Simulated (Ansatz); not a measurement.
**KF: modes and screening against the lattice constant**

All numbers below come from Ansatz, DFT PBEsol, scalar-relativistic, plane waves, PAW. Settings: 420 eV plane-wave cutoff, Γ-centred 8×8×8 mesh, fixed occupations. No spin polarisation. Phonons by linear response, acoustic sum rule imposed.

The cell is fixed (symmetry leaves no force on the atoms) and stands under -1.8 GPa:
```cif
data_structure
_symmetry_space_group_name_H-M 'Pm-3m'
_symmetry_Int_Tables_number 221
_cell_length_a 3.2333
_cell_length_b 3.2333
_cell_length_c 3.2333
_cell_angle_alpha 90.000
_cell_angle_beta 90.000
_cell_angle_gamma 90.000
_cell_volume 33.80
loop_
_atom_site_label
_atom_site_type_symbol
_atom_site_symmetry_multiplicity
_atom_site_Wyckoff_symbol
_atom_site_fract_x
_atom_site_fract_y
_atom_site_fract_z
_atom_site_occupancy
K1 K 1 a 0.00000 0.00000 0.00000 1
F1 F 1 b 0.50000 0.50000 0.50000 1
```

The cell is the ideal cubic caesium chloride prototype; this isn't the usual structure of the compound.

How do the optical zone-centre modes (counted from the lowest optical one, degenerate ones once; i marks imaginary ones; without the LO field) and the screening change over a = 3.036 and 3.233 Å?

## Answers

| a (Å) | 3.036 | 3.233 |
| --- | --- | --- |
| pressure (GPa) | 7.4 | -1.8 |
| gap on the mesh (eV) | 7.78 | 6.27 |
| ε∞ | 2.34 | 2.18 |
| ε0 | 6.5 | 13.6 |
| mode 1 (cm⁻¹) | 220 | 117 |